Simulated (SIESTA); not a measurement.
Runs of SIESTA 5.4.2 on Ru. The structure is hexagonal, space group P6_3/mmc (No. 194). Conventional cell: a = 2.706 Å, b = 2.706 Å, c = 4.282 Å, α = 90.00°, β = 90.00°, γ = 120.00°. Ru (site symmetry -6m2) has 12 Ru at 2.65 to 2.71 Å as nearest neighbours. 

```tsv
task	level	potentials or basis	gap on the mesh (eV)	pressure (GPa)
single point	PBE	PseudoDojo 0.4 standard (PBE files), SZ (energy shift 0.003 Ry)	none	17.5
single point	PBE	PseudoDojo 0.4 standard (PBE files), DZ (energy shift 0.003 Ry; two zetas on semicore shells)	none	(a)
single point	PBE	PseudoDojo 0.4 standard (PBE files), TZP (energy shift 0.003 Ry; two zetas on semicore shells)	none	7.4
single point	PBE	PseudoDojo 0.4 standard (PBE files), SZP (energy shift 0.003 Ry)	none	(b)
band structure	LDA	PseudoDojo 0.4 standard (LDA files), DZP (energy shift 0.003 Ry; two zetas on semicore shells)	none	-8.3
single point	PBE	PseudoDojo 0.4 standard (PBE files), DZDP (energy shift 0.003 Ry; two zetas on semicore shells)	none	8.5
band structure	PBE	PseudoDojo 0.4 standard (PBE files), TZP (energy shift 0.003 Ry; two zetas on semicore shells)	none	7.4
single point	PBE	PseudoDojo 0.4 standard (PBE files), TZDP (energy shift 0.003 Ry; two zetas on semicore shells)	none	7.5
single point	PBE	PseudoDojo 0.4 standard (PBE files), DZP (energy shift 0.003 Ry; two zetas on semicore shells)	none	8.2
```

Alike in all rows: no spin polarisation; cell as given; k mesh 11 × 11 × 6; smearing fermi-dirac 0.05 eV; grid cutoff 800 Ry; energy shift 0.003 Ry.

Question: Fill in the values left out.

Answer: (a) 6.5; (b) 14.2.

Caveats: the basis of atomic orbitals isn't converged, which shifts pressures, moduli and gaps; the basis has no polarisation orbitals (some runs).

A k mesh can miss the band edges, and the runs leave out spin-orbit coupling on Ru.

A gap of «none» marks a metal or a gap under the smearing width.
